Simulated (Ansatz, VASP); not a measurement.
Two plane-wave programs on In

INCAR

```
PREC = Accurate ; ENCUT = 520
EDIFF = 1E-7 ; ISMEAR = 0
SIGMA = 0.1 ; LREAL = F
LASPH = T ; NELM = 100
ALGO = Fast ; ISIF = 2
LWAVE = F ; LCHARG = F
GGA = PS ; NBANDS = 12
```

The input KPOINTS:

```
regular mesh
0
Gamma
  8 8 8
```

File POSCAR:

```
In
1.0
   -1.6947072700      1.6947072700      2.2973723900
    1.6947072700     -1.6947072700      2.2973723900
    1.6947072700      1.6947072700     -2.2973723900
In
1
Direct
    0.0000000000      0.0000000000      0.0000000000
```

Input for Ansatz:

```yaml
crystal:
  lattice:
    - [-1.69470727, 1.69470727, 2.29737239]
    - [1.69470727, -1.69470727, 2.29737239]
    - [1.69470727, 1.69470727, -2.29737239]
  atoms:
    - { symbol: In, position: [0.0, 0.0, 0.0] }
basis:
  ecutwfc: 420
kpoints:
  mp_grid: { grid: [8, 8, 8] }
hamiltonian:
  xc: pbesol
  pseudopotentials: { kind: paw, azcp: { folder: soft_1 } }
scf:
  occupations: { method: gaussian, width: 0.1 }
output:
  forces: true
  stress: true
  eigenvalues: true
```

Alike in both runs: task single point; functional PBEsol; k mesh 8 × 8 × 8; occupations gaussian, width 0.1 eV; no spin polarisation.

|  | VASP | Ansatz |
| --- | --- | --- |
| version | VASP 6.6.1 | Ansatz 0.2.0 |
| potentials or method | VASP PAW PBE potentials, release 64 (In_d) | scalar-relativistic, plane waves, PAW |
| plane-wave cutoff (eV) | 520 | 420 |
| valence electrons in the cell | 13 | 13 |

```tsv
	VASP	Ansatz	Ansatz less VASP
gap on the k mesh at the Fermi level (eV)	none	none	-
pressure (GPa)	-1.2	-1.2	0.00
largest component of the traceless stress (GPa)	1.88	1.89	0.000
```

A gap of «none» marks a metal or a gap that the smearing closes. Ansatz warned: «pseudo_functional_mismatch».

Caveats: the PAW data sets were made with another functional, which shifts forces and pressure a little (VASP).
